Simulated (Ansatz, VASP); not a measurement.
**LiCl: VASP beside Ansatz**

```xyz
4
Lattice="3.9261 0.0000 0.0000 -1.9630 3.4001 0.0000 0.0000 0.0000 6.2869" Properties=species:S:1:pos:R:3 pbc="T T T"
Li    0.0000    2.2667   -0.0152
Li    1.9630    1.1334    3.1282
Cl    0.0000    2.2667    2.3791
Cl    1.9630    1.1334    5.5226
```

Alike in both runs: task electric field gradients; functional PBE; k mesh 10 × 10 × 6; occupations fermi-dirac, width 0.05 eV; no spin polarisation.

|  | VASP | Ansatz |
| --- | --- | --- |
| version | VASP 6.6.1 | Ansatz 0.2.0 |
| potentials or method | VASP PAW PBE potentials, release 64 (Li_sv, Cl) | PAW with Ansatz's default frozen-core files, scalar-relativistic |
| plane-wave cutoff (eV) | 520 | 420 |
| valence electrons in the cell | 20 | 20 |

```tsv
	VASP	Ansatz	Ansatz less VASP
gap on the k mesh at the Fermi level (eV)	5.94	5.94	-0.006
Vzz of the field gradient on the site that differs most (V/Å²)	-0.9	-1.0	-0.10
```

With one functional, cell and mesh, what is left measures potentials, basis and numerics.

 A k mesh can miss the band edges. As with any semilocal functional, this PBE gap is likely too small.
